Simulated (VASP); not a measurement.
Here is a VASP 6.6.1 calculation.

File INCAR:

```
SYSTEM = MgS
ALGO = Normal
EDIFF = 1E-7
ENCUT = 700
GGA = PS
ISIF = 2
ISMEAR = 0
LASPH = .True.
LCHARG = .True.
LELF = .True.
LREAL = .False.
LVHAR = .True.
LWAVE = .False.
NBANDS = 11
NELM = 80
PREC = Accurate
SIGMA = 0.02
```

KPOINTS

```
k-points
0
Gamma
  8 8 8
  0 0 0
```

The input POSCAR:

```
MgS
1.0
    0.0000000000      2.5891100000      2.5891100000
    2.5891100000      0.0000000000      2.5891100000
    2.5891100000      2.5891100000      0.0000000000
Mg S
1 1
Direct
    0.0000000000      0.0000000000      0.0000000000
    0.5000000000      0.5000000000      0.5000000000
```

Potentials or basis: VASP PAW PBE potentials, release 64 (Mg, S).

Command:

```console
$ cat potpaw_PBE.64/Mg/POTCAR potpaw_PBE.64/S/POTCAR > POTCAR
$ mpirun -np 1 vasp_std > vasp.out
```

Question: What does it give for the pressure?

Answer: 0.0 GPa.

Question: Predict the band gap on the k mesh.

Answer: 2.73 eV, indirect (least direct gap 3.71 eV).

Caveat: the PAW data sets were made with another functional, which shifts forces and pressure a little. Expect the measured gap to be larger: semilocal functionals such as PBEsol lack the derivative discontinuity.
